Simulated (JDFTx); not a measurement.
## Moving the functional in GaN

```cif
data_structure
_symmetry_space_group_name_H-M 'P 1'
_symmetry_Int_Tables_number 1
_cell_length_a 3.1869
_cell_length_b 3.1869
_cell_length_c 3.1869
_cell_angle_alpha 60.000
_cell_angle_beta 60.000
_cell_angle_gamma 60.000
_cell_volume 22.89
loop_
_atom_site_label
_atom_site_type_symbol
_atom_site_fract_x
_atom_site_fract_y
_atom_site_fract_z
_atom_site_occupancy
Ga1 Ga 0.00000 0.00000 0.00000 1
N1 N 0.25000 0.25000 0.25000 1
```

The cell is a database's computed one, not the measured one.

Kept alike: task single point; k mesh 6 × 6 × 6; occupations fermi-dirac, width 0.05 eV; no spin polarisation. Program: JDFTx, SG15-PBE-1.2 with smoothed tails, cutoff 1361 eV. The mesh is that of the run's cell of 2 atoms. No spin-orbit coupling.

```csv
functional,band gap (eV),pressure (GPa)
LDA,1.540,-6.01
PBEsol,1.653,-1.28
r2SCAN,1.868,-3.71
```

The k mesh is coarse, so the values aren't converged. Pressure is positive in compression; the values hold the error of the finite cutoff, so their zero can differ a little from the energy's minimum. A gap read on the mesh alone can miss an edge between its points. All rows use potentials made for PBE.

**Question.** What does the functional change here?

**Answer.** The band gap runs from 1.540 (LDA) to 1.868 eV (r2SCAN). The pressure runs from -6.01 (LDA) to -1.28 GPa (PBEsol). A positive pressure means that the functional's own cell is larger than the one given, a negative one that it is smaller.
